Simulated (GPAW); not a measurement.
Wanted: an ASE script for a GPAW 26.7.0 run.

```
Task                : single point
Functional          : PBE
Potentials or basis : GPAW PAW data sets (gpaw-data 1.2.1)
Cutoff              : 800 eV
Basis               : pw
k mesh              : 7 × 7 × 7
Occupations         : fermi-dirac, width 0.05 eV
Spin                : no spin polarisation
Maxiter             : 150
```

The system is BaTiO3.

```
Ba Ti O
1.0
     2.82737    1.63238    2.31839
    -2.82737    1.63238    2.31839
     0.00000   -3.26476    2.31839
Ba Ti O
1 1 3
Direct
  0.00000 0.00000 0.00000
  0.48450 0.48450 0.48450
  0.50860 0.01750 0.50860
  0.01750 0.50860 0.50860
  0.50860 0.50860 0.01750
```

These files were run (other wordings do the same):

run.py

```python
from ase import Atoms
from ase.dft.bandgap import bandgap
from ase.io import write
from ase.units import Bohr, GPa
from gpaw import GPAW, PW
from gpaw.elf import elf_from_dft_calculation

atoms = Atoms(['Ba', 'Ti', 'O', 'O', 'O'],
              cell=[[2.8273666084, 1.6323808724, 2.3183934932],
                    [-2.8273666084, 1.6323808724, 2.3183934932],
                    [0.0, -3.2647617449, 2.3183934932]],
              scaled_positions=[[0.0, 0.0, 0.0],
                                [0.4845, 0.4845, 0.4845],
                                [0.5086, 0.0175, 0.5086],
                                [0.0175, 0.5086, 0.5086],
                                [0.5086, 0.5086, 0.0175]],
              pbc=True)

calc = GPAW(mode=PW(800),
            xc='PBE',
            kpts={'size': (7, 7, 7), 'gamma': True},
            occupations={'name': 'fermi-dirac', 'width': 0.05},
            nbands=36,
            convergence={'density': 1e-05, 'energy': 1e-05},
            maxiter=150,
            txt='gpaw.txt')
atoms.calc = calc
energy = atoms.get_potential_energy()
forces = atoms.get_forces()
stress = atoms.get_stress()
calc.write('gs.gpw')
write('result.traj', atoms)
print(f'Energy: {energy:.6f} eV')
print('Forces (eV/A):')
print(forces.round(4))
print('Stress (GPa):', (stress / GPa).round(3))
print('Fermi level:', round(calc.get_fermi_level(), 4), 'eV')
print(f'Gap: {bandgap(calc)[0]:.4f} eV, direct: {bandgap(calc, direct=True)[0]:.4f} eV')

# fields on the real-space grid
write('density.cube', atoms, data=calc.get_pseudo_density() * Bohr**3)
write('potential.cube', atoms, data=calc.get_electrostatic_potential())
write('elf.cube', atoms, data=elf_from_dft_calculation(calc).data)
```

Potentials or basis: GPAW PAW data sets (gpaw-data 1.2.1), pw.

Command:

```sh
$ OMP_NUM_THREADS=1 python run.py
```

It gave:

- Pressure: 6.4 GPa
- Largest force: 0.256 eV/Å
- Band gap on the k mesh: 2.48 eV, indirect (least direct gap 2.80 eV)

Caveat: spin-orbit coupling is left out, which moves the levels of the heavy elements; an odd mesh through Γ misses points on the zone boundary, where band edges often lie.

It took 100 s on 1 thread of Arm Neoverse V1 (shared host), peak memory 0.29 GiB.
